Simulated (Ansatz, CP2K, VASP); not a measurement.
## TiO2: programs and potentials compared

The starting cell:

```xyz
6
Lattice="4.5998 0.0000 0.0000 0.0000 4.5998 0.0000 0.0000 0.0000 2.9592" Properties=species:S:1:pos:R:3 pbc="T T T"
Ti    0.0000    0.0000    1.4796
Ti    2.2999    2.2999    0.0000
O     1.3998    1.3998    1.4796
O     0.9001    3.6997    0.0000
O     3.6997    0.9001    0.0000
O     3.2000    3.2000    1.4796
```

The cell is a database's computed one, not the measured one.

Alike in all runs: task relaxation of cell and atoms; functional RPBE; k mesh 6 × 6 × 9; occupations fermi-dirac, width 0.05 eV; no spin polarisation; no spin-orbit coupling.

```
                                                     program and potentials  plane-wave cutoff (eV)                                                 notes  equilibrium volume (Å³/atom)
                                                         Ansatz, Ansatz PAW                     420  potentials made for PBE, which Ansatz adapts in part                         10.91
                                       VASP, PBE PAW files O, Ti_sv, 600 eV                     600                               potentials made for PBE                         10.93
CP2K, POTENTIAL_UZH Ti GTH-PBE-q12, O GTH-PBE-q6; TZVP-MOLOPT-PBE-GTH basis                       -                 atomic basis; potentials made for PBE                         10.92
```

The equilibrium volume spans 10.91 (Ansatz, Ansatz PAW) to 10.93 Å³/atom (VASP, PBE PAW files O, Ti_sv, 600 eV). Some sets were made for another functional than the one run, which can shift their rows. Relaxations stop with a little pressure left, so the last digit of a volume isn't settled. Rows in atomic bases carry the error of their basis and grid, which can be large.

Differences between rows come from potentials, basis sets and numerical settings, since the functional is the same but for its coding. Runs on potential files found faulty are left out.
